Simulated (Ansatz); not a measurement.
Reaction (formal exchange of groups at a C–C bond): `C#Cc1ccccc1` + `[Cl][SnH2][Cl]` → `C#[C][SnH]([Cl])[Cl]` + `c1ccccc1`

Calculated with Ansatz (gas phase, PBE0-D4/def2-TZVP geometries, no zero-point term in ΔE). CCSD(T)/CBS adds triple-zeta CCSD(T) − MP2 to the extrapolated MP2 energy (def2 sets, frozen cores). DFT in def2-TZVPP. def2 core potentials past Kr. For Sn outer-core shells are correlated without core-valence functions, which leaves a few kJ/mol of doubt a bond.

(1) Is it downhill or uphill in electronic energy at CCSD(T)/CBS, and by how much? (Estimate.)

(2) What do these levels give: revPBE-D4, r2SCAN-D4, B2PLYP, PBE-QIDH, PBE0, r2SCAN0, BHLYP, CAM-B3LYP, MP2/def2-SVP, HF/def2-TZVPP, HF/def2-QZVPP, MP2/CBS(def2)? (Estimate.)

Largest T1 diagnostic among the species: 0.012.

## Answers

(1) Ansatz gave: Downhill: ΔE = -23.9 kJ/mol.

(2) Ansatz gave: revPBE-D4 -1.2, r2SCAN-D4 -6.0, B2PLYP -15.2, PBE-QIDH -14.1, PBE0 -5.6, r2SCAN0 -8.6, BHLYP -12.4, CAM-B3LYP -10.3, MP2/def2-SVP -5.7, HF/def2-TZVPP -22.5, HF/def2-QZVPP -22.9, MP2/CBS(def2) -21.8 kJ/mol.

From PBE to PBE0 (25 % exact exchange), in def2-TZVPP and without D4, ΔE moves by −3.8 kJ/mol. Leaving LDA and LC-ωPBE aside and taking each functional with its dispersion term where it has one, the values, not all of them listed here, spread over 16.0 kJ/mol, from ωB97M-V to PBE-D4. LDA lies +14.6 kJ/mol from PBE without D4. At CCSD(T), def2-SVP lies +16.2 kJ/mol from the extrapolated value and def2-TZVPP +0.3 kJ/mol.
